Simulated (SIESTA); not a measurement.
Runs of SIESTA 5.4.2 on Nb. It takes space group Fm-3m (No. 225, cubic). The conventional cell has a = 4.230 Å, b = 4.230 Å, c = 4.230 Å, α = 90.00°, β = 90.00°, γ = 90.00°. Around Nb (site symmetry m-3m) lie 12 Nb at 2.99 Å. This isn't the form of Nb at room conditions, which is bcc.

| task | level | potentials or basis | spin | cell | k mesh | optimiser | force tolerance | stress tolerance (GPa) | broadening (eV) | window from (eV) | energy shift | other keys | gap on the mesh (eV) | pressure (GPa) | moment (μB) |
| --- | --- | --- | --- | --- | --- | --- | --- | --- | --- | --- | --- | --- | --- | --- | --- |
| atomic charges | vdW-DF-cx | PseudoDojo 0.4 standard (PBE files, fully relativistic), DZP (energy shift 0.01 Ry) | non-collinear, random start, SOC | volume scaled by 0.96 | 8 × 8 × 8 | - | - | - | - | - | 0.01 Ry | - | none | - | 0.12 |
| relaxation of cell and atoms | vdW-DF-cx | PseudoDojo 0.4 standard (PBE files), SZ (energy shift 0.003 Ry) | off | relaxed | 8 × 8 × 8 | Broyden | 0.01 eV/Å | 0.05 | - | - | 0.003 Ry | - | none | 0.0 | - |
| density of states | LDA | PseudoDojo 0.4 standard (PBE files, fully relativistic), DZP (energy shift 0.003 Ry; two zetas on semicore shells) | non-collinear, zero start, SOC | as given | 8 × 8 × 8 | - | - | - | 0.05 eV | -15 eV | 0.003 Ry | mixer = Pulay; weight = 0.1; history = 3 | none | -9.8 | 0.00 |
| single point | vdW-DF | SG15 1.2 (PBE files) or PseudoDojo by element, SZP (energy shift 0.01 Ry) | off | volume scaled by 1.25 | 11 × 11 × 11 | - | - | - | - | - | 0.01 Ry | - | none | -21.4 | - |
| electrostatic potential | SVWN5 | PseudoDojo 0.4 standard (LDA files), DZP (energy shift 0.003 Ry; two zetas on semicore shells) | off | as given | 11 × 11 × 11 | - | - | - | - | - | 0.003 Ry | - | none | (a) | - |

Alike in all rows: smearing fermi-dirac 0.05 eV; grid cutoff 800 Ry.

Q: Fill in the values left out.

A: (a) -9.7.

Caveats: the basis of atomic orbitals isn't converged, which shifts pressures, moduli and gaps; the potentials were made for another functional, which shifts forces and pressure (some runs); semicore shells carry a single zeta, which can move pressures by several GPa and volumes by a few percent (some runs); with moments that point in different directions the gradient correction is approximate, so stress is left out (some runs); the basis has no polarisation orbitals (some runs).

A k mesh can miss the band edges, and rows without SOC leave out spin-orbit coupling on Nb.

A gap of «none» marks a metal or a gap under the smearing width.

Runs at the PBE level aren't shown here.
